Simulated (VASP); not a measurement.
# GaSb (F-43m) in VASP: further runs

One crystal, GaSb, is run at these levels: HSE06; tasks: single point.

Everything below comes from runs of VASP 6.6.1. Logs are shortened: lines on timing, memory, paths and dates and some standing lists are left out, and cuts for length are marked.

## 1. Starting point

The structure is cubic, space group F-43m (No. 216). Conventional cell: a = 6.118 Å, b = 6.118 Å, c = 6.118 Å, α = 90.00°, β = 90.00°, γ = 90.00°. Around Sb (site symmetry -43m) lie 4 Ga at 2.65 Å. Around Ga (site symmetry -43m) lie 4 Sb at 2.65 Å.

## 2. Single point, HSE06

Contents of POSCAR:

```
GaSb
1.0
    0.0000000000      3.0590000000      3.0590000000
    3.0590000000      0.0000000000      3.0590000000
    3.0590000000      3.0590000000      0.0000000000
Sb Ga
1 1
Direct
    0.7500000000      0.7500000000      0.7500000000
    0.0000000000      0.0000000000      0.0000000000
```

Contents of INCAR.step1:

```
PREC     = Accurate       # precision mode
ENCUT    = 400            # plane-wave cutoff, eV
EDIFF    = 1E-5           # SCF threshold, eV
ISMEAR   = 0              # smearing method
SIGMA    = 0.01           # smearing width, eV
LREAL    = F              # projectors in reciprocal space
LASPH    = T              # aspherical terms in the spheres
NELM     = 100            # most SCF steps
ALGO     = Normal         # electronic algorithm
ISIF     = 2              # what is computed and relaxed
LWAVE    = T              # write WAVECAR
NKRED    = 1            
NBANDS   = 17             # bands
GGA      = PE             # functional
```

Contents of INCAR.step2:

```
PREC     = Accurate       # precision mode
ENCUT    = 400            # plane-wave cutoff, eV
EDIFF    = 1E-6           # SCF threshold, eV
ISMEAR   = 0              # smearing method
SIGMA    = 0.01           # smearing width, eV
LREAL    = F              # projectors in reciprocal space
LASPH    = T              # aspherical terms in the spheres
NELM     = 100            # most SCF steps
ALGO     = Normal         # electronic algorithm
ISIF     = 2              # what is computed and relaxed
LWAVE    = F              # write WAVECAR
LCHARG   = F              # write CHGCAR
GGA      = PE             # functional
LHFCALC  = T              # exact exchange
HFSCREEN = 0.2            # screening, 1/A
PRECFOCK = Fast         
NKRED    = 1            
NBANDS   = 17             # bands
ISTART   = 1
```

Contents of KPOINTS:

```
Automatic mesh
0
Gamma
  4 4 4
```

Potentials or basis: VASP PAW PBE potentials, release 64 (Sb, Ga_d).

Started as:

```sh
$ cat potpaw_PBE.64/Sb/POTCAR potpaw_PBE.64/Ga_d/POTCAR > POTCAR
$ cp INCAR.step1 INCAR
$ mpirun -np 1 vasp_std > vasp.out
$ cp INCAR.step2 INCAR
$ mpirun -np 1 vasp_std > vasp.out
```

OUTCAR:

```text
PREC = Accurate
   ENCUT = 400
   EDIFF = 1E-6
   ISMEAR = 0
   LREAL = F
   LASPH = T
   NELM = 100
   ISIF = 2
   GGA = PE
   LHFCALC = T
   HFSCREEN = 0.2
   PRECFOCK = Fast
   NKRED = 1
   ISTART = 1

 Found      8 irreducible k-points:

 Following reciprocal coordinates:
            Coordinates               Weight
  0.000000  0.000000  0.000000      1.000000
  0.250000  0.000000  0.000000      8.000000
  0.500000  0.000000  0.000000      4.000000
  0.250000  0.250000  0.000000      6.000000
  0.500000  0.250000  0.000000     24.000000
 -0.250000  0.250000  0.000000     12.000000
   k-points           NKPTS =      8   k-points in BZ     NKDIM =     64   number of bands    NBANDS=     17
   number of dos      NEDOS =    301   number of ions     NIONS =      2
   total plane-waves  NPLWV =  21952
   dimension x,y,z NGX =    28 NGY =   28 NGZ =   28
   dimension x,y,z NGXF=    56 NGYF=   56 NGZF=   56
   ions per type =               1   1
   NGX,Y,Z   is equivalent  to a cutoff of  10.76, 10.76, 10.76 a.u.
   NGXF,Y,Z  is equivalent  to a cutoff of  21.52, 21.52, 21.52 a.u.
 SYSTEM =  unknown system
   PREC   = accura    normal or accurate (medium, high low for compatibility)
   ISTART =      1    job   : 0-new  1-cont  2-samecut
   ICHARG =      0    charge: 1-file 2-atom 10-const
   ISPIN  =      1    spin polarized calculation?
   LNONCOLLINEAR =      F non collinear calculations
   LSORBIT =      F    spin-orbit coupling
   LASPH  =      T    aspherical Exc in radial PAW
   ENCUT  =  400.0 eV  29.40 Ry    5.42 a.u.   7.05  7.05  7.05*2*pi/ulx,y,z
   NELM   =    100;   NELMIN=  2; NELMDL=  0     # of ELM steps
   EDIFF  = 0.1E-05   stopping-criterion for ELM
   LREAL  =      F    real-space projection
   EDIFFG = 0.1E-04   stopping-criterion for IOM
   NSW    =      0    number of steps for IOM
   IBRION =     -1    ionic relax: 0-MD 1-quasi-New 2-CG
   NFREE  =      0    steps in history (QN), initial steepest desc. (CG)
   ISIF   =      2    stress and relaxation
   ISYM   =      3    0-nonsym 1-usesym 2-fastsym
   POTIM  = 0.5000    time-step for ionic-motion
   TEBEG  =    0.0;   TEEND  =   0.0 temperature during run
   PSTRESS=    0.0 pullay stress
   NELECT =      18.0000    total number of electrons
   NUPDOWN=      -1.0000    fix difference up-down
   EMIN   =  10.00;   EMAX   =-10.00  energy-range for DOS
   EFERMI =   0.00;   METHOD = LEGACY
   ISMEAR =     0;   SIGMA  =   0.01  broadening in eV -4-tet -1-fermi 0-gaus
   EFERMI_NEDOS =   21; number of points for ismear=-14 and -15
   IALGO  =     38    algorithm
   IMIX   =      1    mixing-type and parameters
     AMIX     =   0.40;   BMIX     =  1.00
     AMIX_MAG =   1.60;   BMIX_MAG =  1.00
  volume/ion in A,a.u.               =      28.62       193.17
  Fermi-wavevector in a.u.,A,eV,Ry     =   1.113208  2.103657 16.860766  1.239231
  Thomas-Fermi vector in A             =   2.249790
   LORBIT       =      0    0 simple, 1 ext, 2 COOP (PROOUT), +10 PAW based schemes
   GGA     = PE    functional components
   LHFCALC =     T    Hartree Fock is set to
   PRECFOCK=fast      Normal, Fast or Accurate (Low or Medium for compatibility)
   ENCUT4O =  -1.0   cutoff for four orbital integrals eV
   NKREDX  =     1    reduce k-point grid by
   NKREDY  =     1    reduce k-point grid by
   NKREDZ  =     1    reduce k-point grid by
   AEXX    =    0.2500 exact exchange contribution
   HFSCREEN=    0.2000 screening length (either q_TF or 0.3 A-1)
   HFSCREENC=   0.2000 screening length for correlation (either q_TF or 0.3 A-1)
   ENCUTFOCK=  -1.0 apply spherical cutoff to Coloumb kernel
   IVDW    =     0    specifies the selected vdW correction
   LEPSILON=     F    determine dielectric tensor
   LRPA    =     F    only Hartree local field effects (RPA)
 non-spin polarized calculation
 Gauss-broadening in eV      SIGMA  =   0.01
  energy-cutoff  :      400.00
  volume of cell :       57.25
 maximum number of plane-waves:      1056
  NGX = 16; NGY = 16; NGZ = 16

 number of electron      18.0000013 magnetization

 Free energy of the ion-electron system (eV)
  ---------------------------------------------------
  ext. energy  EPLUGINS =         0.00000000
  ---------------------------------------------------
  free energy    TOTEN  =        -8.80781807 eV

  energy without entropy =       -8.80781807  energy(sigma->0) =       -8.80781807

 E-fermi :   4.5122     XC(G=0):  -7.5474

 val. band max:        4.4685859672   @ k =   0.0000   0.0000   0.0000
 cond. band min:       5.3867075717   @ k =   0.0000   0.0000   0.0000
 fundamental gap:      0.9181216044
 Fermi energy:         4.5122157331

 k-point     1 :       0.0000    0.0000    0.0000
  band No.  band energies     occupation
      1     -13.2038      2.00000
      2     -13.2038      2.00000
      3     -13.2038      2.00000
      4     -13.1520      2.00000
      5     -13.1520      2.00000
      6      -8.0670      2.00000
[... 9 lines left out ...]
     16      13.9443      0.00000
     17      14.9275      0.00000

 k-point     2 :       0.2500    0.0000    0.0000
  band No.  band energies     occupation
      1     -13.2126      2.00000
      2     -13.1983      2.00000
      3     -13.1983      2.00000
      4     -13.1525      2.00000
      5     -13.1525      2.00000
      6      -7.3898      2.00000
[... 9 lines left out ...]
     16      12.9104      0.00000
     17      15.2480      0.00000

 k-point     3 :       0.5000    0.0000    0.0000
  band No.  band energies     occupation
      1     -13.2216      2.00000
      2     -13.1938      2.00000
      3     -13.1938      2.00000
      4     -13.1524      2.00000
      5     -13.1524      2.00000
      6      -6.2664      2.00000
[... 9 lines left out ...]
     16      15.4605      0.00000
     17      15.9918      0.00000

 k-point     4 :       0.2500    0.2500    0.0000
  band No.  band energies     occupation
      1     -13.2207      2.00000
      2     -13.1929      2.00000
      3     -13.1929      2.00000
      4     -13.1565      2.00000
      5     -13.1503      2.00000
      6      -7.1470      2.00000
[... 9 lines left out ...]
     16      14.8003      0.00000
     17      16.7527      0.00000

 k-point     5 :       0.5000    0.2500    0.0000
  band No.  band energies     occupation
      1     -13.2280      2.00000
      2     -13.1887      2.00000
      3     -13.1875      2.00000
      4     -13.1572      2.00000
      5     -13.1509      2.00000
      6      -5.9303      2.00000
[... 9 lines left out ...]
     16      16.0188      0.00000
     17      16.6296      0.00000

 k-point     6 :      -0.2500    0.2500    0.0000
  band No.  band energies     occupation
      1     -13.2224      2.00000
      2     -13.1925      2.00000
      3     -13.1917      2.00000
      4     -13.1538      2.00000
      5     -13.1531      2.00000
      6      -6.4028      2.00000
[... 9 lines left out ...]
     16      16.1659      0.00000
     17      16.5036      0.00000

 [... further k-points ...]
[... 5 lines left out ...]
  --------------------------------------------------------------------------------------
  -------------------------------------------------------------------------------------
  Total        0.0418611      0.0418611      0.0418611      0.0000000      0.0000000      0.0000000
  in kB        1.1715275      1.1715275      1.1715275      0.0000000      0.0000000      0.0000000
  external PRESSURE =       1.1715275 kB  Pullay stress =       0.0000000 kB

 VOLUME and BASIS-vectors are now :
 -----------------------------------------------------------------------------
  energy-cutoff  :      400.00
  volume of cell :       57.25
      direct lattice vectors                 reciprocal lattice vectors
     0.000000000  3.059000000  3.059000000    -0.163452109  0.163452109  0.163452109
     3.059000000  0.000000000  3.059000000     0.163452109 -0.163452109  0.163452109
     3.059000000  3.059000000  0.000000000     0.163452109  0.163452109 -0.163452109

 POSITION                                       TOTAL-FORCE (eV/Angst)
 -----------------------------------------------------------------------------------
      4.58850      4.58850      4.58850        -0.000000     -0.000000     -0.000000
      0.00000      0.00000      0.00000         0.000000      0.000000      0.000000
 -----------------------------------------------------------------------------------
    total drift:                               -0.000047     -0.000051     -0.000036

  FREE ENERGIE OF THE ION-ELECTRON SYSTEM (eV)
  ---------------------------------------------------
  free  energy   TOTEN  =        -8.8078180693 eV

  energy  without entropy=       -8.8078180692  energy(sigma->0) =       -8.80781807
```

It took 2.5 min on 1 thread of Intel Xeon Platinum 8259CL at 2.50GHz (Skylake/Cascade Lake), shared host; peak memory 0.26 GiB.

The run converged, but some of its settings lie outside the range that counts as converged, so its numbers aren't taken as properties of the crystal.

What came out:

```yaml
Free_energy: -8.8078 eV
Pressure: 0.1 GPa
Band_gap_on_the_k_mesh: 0.92 eV, direct
```

Caveat: the k mesh is coarse (spacing up to 0.44 Å⁻¹), so the values aren't converged, least of all with exact exchange; the PAW data sets were made with another functional, which shifts forces and pressure a little; spin-orbit coupling is left out, which moves the levels of the heavy elements.

(Part 1 of 2 ends here.)
